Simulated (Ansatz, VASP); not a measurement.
Two plane-wave programs on AgCl

The input INCAR:

```
SYSTEM = AgCl
  ALGO = Normal
  EDIFF = 1E-8
  ENCUT = 520
  GGA = PE
  ISIF = 2
  ISMEAR = -1
  LASPH = .True.
  LCHARG = .False.
  LEFG = .True.
  LREAL = .False.
  LWAVE = .False.
  NBANDS = 16
  NELM = 60
  PREC = Accurate
  SIGMA = 0.02
```

Contents of KPOINTS:

```
k-points
0
Gamma
  8 8 8
  0 0 0
```

Contents of POSCAR:

```
AgCl
1.0
   -0.0277315000      2.7592842500      2.7592842500
    2.7592842500     -0.0277315000      2.7592842500
    2.7592842500      2.7592842500     -0.0277315000
Ag Cl
1 1
Direct
    0.5000000000      0.5000000000      0.5000000000
    0.0000000000      0.0000000000      0.0000000000
```

Input for Ansatz:

```yaml
crystal:
  lattice:
    - [-0.0277315, 2.75928425, 2.75928425]
    - [2.75928425, -0.0277315, 2.75928425]
    - [2.75928425, 2.75928425, -0.0277315]
  atoms:
    - { symbol: Ag, position: [0.5, 0.5, 0.5] }
    - { symbol: Cl, position: [0.0, 0.0, 0.0] }
kpoints:
  mp_grid: { grid: [8, 8, 8] }
scf:
  occupations: { method: fermi_dirac, width: 0.02 }
hamiltonian:
  xc: pbe
  pseudopotentials: { kind: paw }
output:
  forces: true
  stress: true
  eigenvalues: true
  efg: { contact_densities: true }
```

Change from the starting cell: equal xy, yz and zx shear strains of -1 %, PAW files.

Alike in both runs: task electric field gradients; functional PBE; k mesh 8 × 8 × 8; occupations fermi-dirac, width 0.02 eV; no spin polarisation.

|  | VASP | Ansatz |
| --- | --- | --- |
| version | VASP 6.6.1 | Ansatz 0.2.0 |
| potentials or method | VASP PAW PBE potentials, release 64 (Ag, Cl) | PAW with Ansatz's default frozen-core files, scalar-relativistic |
| plane-wave cutoff (eV) | 520 | 420 |
| valence electrons in the cell | 18 | 26 |

|  | VASP | Ansatz | Ansatz less VASP |
| --- | --- | --- | --- |
| gap on the k mesh at the Fermi level (eV) | 0.90 | 0.90 | +0.003 |
| pressure (GPa) | 1.5 | 1.6 | +0.14 |
| largest component of the traceless stress (GPa) | 0.05 | 0.05 | -0.001 |
| Vzz of the field gradient on the site that differs most (V/Å²) | 2.2 | 2.3 | +0.11 |

The two sets of potentials don't hold the same shells in valence. Ansatz warned: «gradients_without_spin_orbit».

A k mesh can miss the band edges.
